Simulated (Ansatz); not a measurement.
PbS (Fm-3m), ideal shear of a crystal plane

Theory: DFT PBE+D3(BJ), scalar-relativistic, plane waves, PAW (Ansatz). Settings: plane waves to 420 eV, k-mesh 8×8×3 (Γ-centred), Gaussian smearing 0.03 eV. Spin–orbit coupling is left out, which can shift energies with elements as heavy as these. No spin polarisation. Energies are free energies at this smearing, counted from the undisturbed cell; pressure is positive in compression.

Zero of the scan (relaxed at this level):

```
Pb S
1.0
    -2.96713   -2.96713    0.00000
     2.96713   -2.96713    0.00000
     0.00000    0.00000   11.86853
Pb S
4 4
Direct
  0.50000 0.50000 0.12500
  0.00000 0.00000 0.37500
  0.50000 0.50000 0.62500
  0.00000 0.00000 0.87500
  0.00000 0.00000 0.12500
  0.50000 0.50000 0.37500
  0.00000 0.00000 0.62500
  0.50000 0.50000 0.87500
```

The cut lies on the cell's a–b face, a (0 0 1) plane (indices in the standard cell, whose axes needn't be the Cartesian ones shown) of area 17.61 Å², between layers 2.97 Å apart. Vector c is tilted by f times 1·a − 1·b (length 5.934 Å) with the atoms' Cartesian places fixed: one unrelaxed fault a cell. The traction is dγ/du, the slope of γ against the slip u in Å. Some rows repeat others by symmetry and weren't run.

```csv
f,γ (mJ/m²),traction (GPa)
0.0000,0,0.0
0.0833,60,2.3
0.1667,218,3.9
0.2500,446,5.3
0.3333,735,6.1
0.4167,1015,4.7
0.5000,1142,0.1
0.5833,1015,-4.7
0.6667,735,-6.1
0.7500,446,-5.3
0.8333,218,-3.9
0.9167,60,-2.3
```

Problem. Read off the first barrier and the stress needed to climb it, and compare with Frenkel's sinusoid.

Solution. The first sampled maximum lies at f = 0.500, a slip of 2.97 Å, with γ ≈ 1142 mJ/m², which stands in for the unstable fault energy γ_us, and the steepest sampled slope before it is 6.1 GPa. A sinusoid γ = γ_us sin²(πu/λ) with its maximum there has λ = 5.93 Å and a largest slope πγ_us/λ = 6.0 GPa (1 mJ/m² per Å = 0.01 GPa). The stand-in is too high: a rotation axis of order three or more passes through this point, so the curvature is the same in every direction of the plane and the point is a peak of the γ-surface, which slip goes round.

Problem. Is there a metastable fault on this line?

Solution. Apart from points where γ returns to about zero, no local minimum shows among the samples, so at this sampling the line offers no fault for a dislocation to split on; a fault can still lie off the line.

The cut is rigid; relaxing the faces lowers these energies and usually the stresses.

Cost: 7 runs of about 2.7 core-minutes in all, on Intel Xeon (Skylake/Cascade Lake) (shared hosts).